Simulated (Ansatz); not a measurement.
input.yaml

```yaml
crystal:
  lattice:
    - [-3.098310624, 3.5124311443, 3.1535994781]
    - [3.098310624, -3.5124311443, 3.1535994781]
    - [3.098310624, 3.5124311443, -3.1535994781]
  atoms:
    - { symbol: Sn, position: [0.9833597015, 0.2333597015, 0.75] }
    - { symbol: Sn, position: [0.0166402985, 0.7666402985, 0.25] }
    - { symbol: Sn, position: [0.5, 0.5, 0.5] }
    - { symbol: Sn, position: [0.5, 0.0, 0.0] }
    - { symbol: O, position: [0.1776261675, 0.1773242569, 0.4996980894] }
    - { symbol: O, position: [0.6942714419, 0.7403178874, 0.9539535545] }
    - { symbol: O, position: [0.1776261675, 0.6779280781, 1.0003019106] }
    - { symbol: O, position: [0.2863643329, 0.7403178874, 0.5460464455] }
    - { symbol: O, position: [0.7136356671, 0.2596821126, 0.4539535545] }
    - { symbol: O, position: [0.3057285581, 0.2596821126, 0.0460464455] }
    - { symbol: O, position: [0.8223738325, 0.3220719219, -0.0003019106] }
    - { symbol: O, position: [0.8223738325, 0.8226757431, 0.5003019106] }
basis:
  ecutwfc: 420
kpoints:
  mp_grid: { grid: [8, 8, 8] }
hamiltonian:
  xc: pbesol
scf:
  occupations: { method: gaussian, width: 0.05 }
output:
  forces: true
  stress: true
  eigenvalues: true
  populations: true
```

Run as
```bash
ansatz run input.yaml --threads 2 --pin off --max-ram 3584MiB --backend cpu --events-out ev --progress --plain --runs-dir out
```

These are results of DFT PBEsol, scalar-relativistic, plane waves, PAW in Ansatz 0.2.0, not measurements.

Abridged output (iterations and final results):

```
SCF iter   1: F=—  HF=-28283.127569 eV  |F-HF|=—  |Δ(HF+E_count)|=         —  Δρ=1.62e-2  dr2=2.82e-1  ethr=1.77e-3  ⟨swp⟩=6.2  Hψ=26812  notcnv=0  defer=107
SCF iter   2: F=—  HF=-28283.048033 eV  |F-HF|=—  |Δ(HF+E_count)|=   7.95e-2  Δρ=2.81e-3  dr2=5.35e-3  ethr=2.71e-4  ⟨swp⟩=2.1  Hψ=9582  notcnv=0  defer=595
SCF iter   3: F=—  HF=-28283.047315 eV  |F-HF|=—  |Δ(HF+E_count)|=   7.18e-4  Δρ=1.30e-3  dr2=1.33e-3  ethr=5.15e-6  ⟨swp⟩=2.1  Hψ=10405  notcnv=0  defer=595
SCF iter   4: F=—  HF=-28283.047353 eV  |F-HF|=—  |Δ(HF+E_count)|=   3.82e-5  Δρ=5.62e-4  dr2=3.51e-4  ethr=1.28e-6  ⟨swp⟩=2.0  Hψ=9052  notcnv=0  defer=595
SCF iter   5: F=—  HF=-28283.047326 eV  |F-HF|=—  |Δ(HF+E_count)|=   2.68e-5  Δρ=1.72e-4  dr2=3.35e-5  ethr=3.37e-7  ⟨swp⟩=2.0  Hψ=7579  notcnv=0  defer=595
SCF iter   6: F=—  HF=-28283.047294 eV  |F-HF|=—  |Δ(HF+E_count)|=   3.21e-5  Δρ=4.30e-5  dr2=2.27e-6  ethr=3.22e-8  ⟨swp⟩=2.0  Hψ=7143  notcnv=0  defer=595
SCF iter   7: F=-28283.047296 eV  HF=-28283.047296 eV  |F-HF|=3.86e-9  |Δ(HF+E_count)|=   1.97e-6  Δρ=7.01e-6  dr2=6.74e-8  ethr=9.62e-11  ⟨swp⟩=11.4  Hψ=34700  notcnv=0
SCF 1 converged in 7 iterations: F = -28283.047296 eV  dr2 = 6.74e-8
SCF converged after 7 iterations
Free energy (F): -28283.047296 eV
Harris-Foulkes:  -28283.047296 eV  (|F-HF|=3.86e-9)
Internal energy: -28283.047296 eV  (E = F + TS)
E sigma→0 (E₀):  -28283.047296 eV
Fermi energy:    10.803756 eV
--- Per-component energies (eV) ---
  E_band       = -181.408497
  E_kinetic    = 2181.529406
  E_local      = -5670.359214  (includes V_loc(G=0)·N_el)
  E_nonlocal   = 281.979012
  E_hartree    = 2969.339281
  E_xc         = -2093.213253
  E_vxc        = -1131.056714  (∫ρ·V_xc dr)
  E_paw        = -17531.010433  (= ΣΔE_a)
  E_vpaw       = -1782.212786  (= ΣTr[D̂ρ^β])
  E_aug_tail   = 0.019809  (compensation charges beyond the density's cutoff)
  E_ewald      = -8422.753567
  E_core_change = 1.421662  (= ΣΔE_core)
  E_smearing   =  0.000000  (= −TS)
--- Forces (eV/Å), atoms counted from 1 ---
  atom   1  Sn     0.00000000     0.00000000     2.93623251
  atom   2  Sn     0.00000000     0.00000000    -2.93623251
  atom   3  Sn     0.00000000     0.00000000     0.00000000
  atom   4  Sn     0.00000000     0.00000000     0.00000000
  atom   5  O      1.90300014     0.00000000     4.86313678
  atom   6  O      0.00000000    -1.65408013     0.38061378
  atom   7  O     -1.90300014     0.00000000     4.86313678
  atom   8  O      0.00000000     1.65408013     0.38061378
  atom   9  O      0.00000000    -1.65408013    -0.38061378
  atom  10  O      0.00000000     1.65408013    -0.38061378
  atom  11  O      1.90300014     0.00000000    -4.86313678
  atom  12  O     -1.90300014     0.00000000    -4.86313678
--- Stress (GPa, compression-positive) ---
       36.168077       0.000000       0.000000
        0.000000      -8.768593       0.000000
        0.000000       0.000000      37.638286
  P = ⅓ Tr σ = 21.6793 GPa (216.793 kbar)
--- Band table (eV; the first three rows and the last of 95) ---
  k-point 0: bands = ["-11.8149", "-11.5337", "-10.6316", "-10.5627", "-10.3806", "-10.1361", "-10.0953", "-9.9668", "-9.8819", "-9.8409", "-9.7771", "-9.7416", "-9.7374", "-9.7171", "-9.7033", "-9.6746", "-9.6684", "-9.6344", "-9.6252", "-9.5283", "-8.8648", "-7.9433", "-7.5950", "-6.5843", "-6.3573", "-5.4249", "-5.1161", "-5.1117", "1.1596", "1.7486", "2.0662", "4.2571", "5.0707", "5.2018", "5.4291", "6.2368", "6.6804", "7.3861", "7.5290", "7.5843", "7.6356", "7.9437", "8.3197", "8.5984", "8.6365", "8.8570", "8.8668", "9.0239", "9.3025", "9.6715", "9.6870", "9.9743", "11.6332", "14.7024", "15.3467", "16.2841", "16.5028", "16.9773", "18.5977", "18.9635", "19.9055", "20.2950", "20.6364", "2 ...
  k-point 1: bands = ["-11.7747", "-11.5000", "-10.6772", "-10.5639", "-10.3571", "-10.2290", "-10.0820", "-9.9589", "-9.8801", "-9.8760", "-9.7742", "-9.7520", "-9.7499", "-9.7184", "-9.7043", "-9.6878", "-9.6722", "-9.6350", "-9.6257", "-9.5356", "-8.8238", "-7.9045", "-7.4778", "-6.5474", "-6.4315", "-5.4296", "-5.2083", "-5.1537", "1.3219", "1.7766", "2.1543", "4.3925", "5.1464", "5.1868", "5.4330", "6.2426", "6.6704", "6.8936", "7.3739", "7.5374", "7.8771", "8.0780", "8.1484", "8.4431", "8.5730", "8.7393", "8.8649", "9.0430", "9.1978", "9.6750", "9.6821", "9.9033", "12.0636", "14.7643", "15.5052", "16.4869", "16.5139", "17.1466", "18.6091", "19.0668", "19.9731", "20.2625", "20.6081", "2 ...
  k-point 2: bands = ["-11.6577", "-11.4003", "-10.8127", "-10.5694", "-10.4368", "-10.2956", "-10.0529", "-10.0127", "-9.9198", "-9.8625", "-9.7729", "-9.7639", "-9.7601", "-9.7375", "-9.7225", "-9.7152", "-9.6700", "-9.6361", "-9.6287", "-9.5550", "-8.6909", "-7.8442", "-7.1691", "-6.6016", "-6.4855", "-5.4638", "-5.4242", "-5.2551", "1.7693", "1.8876", "2.3580", "4.6545", "4.8435", "5.4931", "5.6175", "6.0379", "6.3033", "6.9833", "7.2650", "7.3463", "7.4154", "7.8504", "7.9635", "8.4614", "8.5034", "8.6165", "8.8306", "8.9492", "9.1111", "9.6492", "9.6704", "9.7616", "12.9437", "14.8176", "15.9984", "16.5788", "17.0441", "17.6098", "18.5321", "19.2293", "19.9005", "20.0805", "20.6675", " ...
  k-point 94: bands = ["-11.7976", "-11.5219", "-10.6225", "-10.5427", "-10.5251", "-10.1199", "-10.0922", "-9.9478", "-9.9017", "-9.8776", "-9.8440", "-9.7438", "-9.7373", "-9.7236", "-9.6991", "-9.6751", "-9.6733", "-9.6483", "-9.6323", "-9.5273", "-8.0575", "-7.6795", "-7.3816", "-6.8113", "-6.6746", "-6.6368", "-5.2709", "-5.0676", "2.0923", "2.5540", "3.8453", "4.7448", "5.1559", "5.6110", "5.7215", "6.0758", "6.1338", "6.2498", "6.3517", "7.3790", "7.6196", "7.8022", "7.9310", "8.0058", "8.0206", "8.3165", "8.4456", "8.5736", "8.5892", "9.1806", "9.4298", "9.5864", "14.4877", "15.5205", "15.6886", "17.3268", "17.4749", "17.6406", "18.9360", "20.1290", "20.5253", "20.7379", "20.9397", " ...
--- Löwdin populations: 12 sites ---
  site symbol q [e]
     0     Sn     12.1792
     1     Sn     12.1792
     2     Sn     12.3466
     3     Sn     12.3466
     4      O      6.7923
     5      O      6.7986
     6      O      6.7923
     7      O      6.7986
     8      O      6.7986
     9      O      6.7986
    10      O      6.7923
    11      O      6.7923
  spilling = 0.005621 (of n_electrons = 104.000000)
```

The run converged.

Time: 59 s on 2 threads of Arm Neoverse N1, on a shared host, peak memory 0.8 GiB.